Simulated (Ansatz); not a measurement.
How close does DFT come to the measured hyperfine parameters of Cu2O?

**Measured values to compare with.**

“Density functional theory-based electric field gradient database”, 2020, arXiv:2005.09255 quotes: |V_zz| at Cu 9.8 × 10²¹ V/m².

Cell of run 1: a structure deposited in the COD (the entry's cell lengths or inner coordinates differ somewhat from later room-temperature determinations).

Space group Pn-3m:1 (No. 224); a = 4.2600 Å.

```csv
site,Wyckoff,site symmetry,x,y,z
Cu,4b,.-3m,0.2500,0.2500,0.2500
O,2a,-43m,0.0000,0.0000,0.0000
```

One atom of each set is listed.

All runs are DFT with Ansatz 0.2.0 (plane waves and PAW, scalar-relativistic unless spin–orbit coupling is named, Γ-centred meshes, Fermi–Dirac smearing) in this cell.

Run 1: PBE, atoms as given; 420 eV, 7×7×7 k-points, smearing 0.02 eV.
Run 2: r2SCAN, at the relaxed atoms; 500 eV, 7×7×7 k-points, smearing 0.02 eV.
Run 3: LDA, at the relaxed atoms; 420 eV, 7×7×7 k-points, smearing 0.02 eV.

Relaxed positions (PBE, cell held):

Cu (0.2500, 0.2500, 0.2500)
O (0.0000, 0.0000, 0.0000)

The measured V_zz are derived from measured couplings with the nuclear moments that the source uses.

Question: What do the runs give for these quantities, and how close do they come?

Answer: 

```
    quantity       unit  measured  run 1  run 2  run 3
|V_zz| at Cu  10²¹ V/m²       9.8   5.30   7.84   4.98
```

For the |V_zz| at Cu, the closest is run 2 (-20 %), the farthest run 3 (-49 %).

The runs hold the atoms at rest, while the measurements include thermal motion.

Semilocal functionals underestimate gradients at Cu(I) with two or three neighbours, in Cu₂O by a fifth to nearly a half. The cell isn't the equilibrium one in run 3 (calculated pressure -8 GPa), and the entry's cell may itself be off.
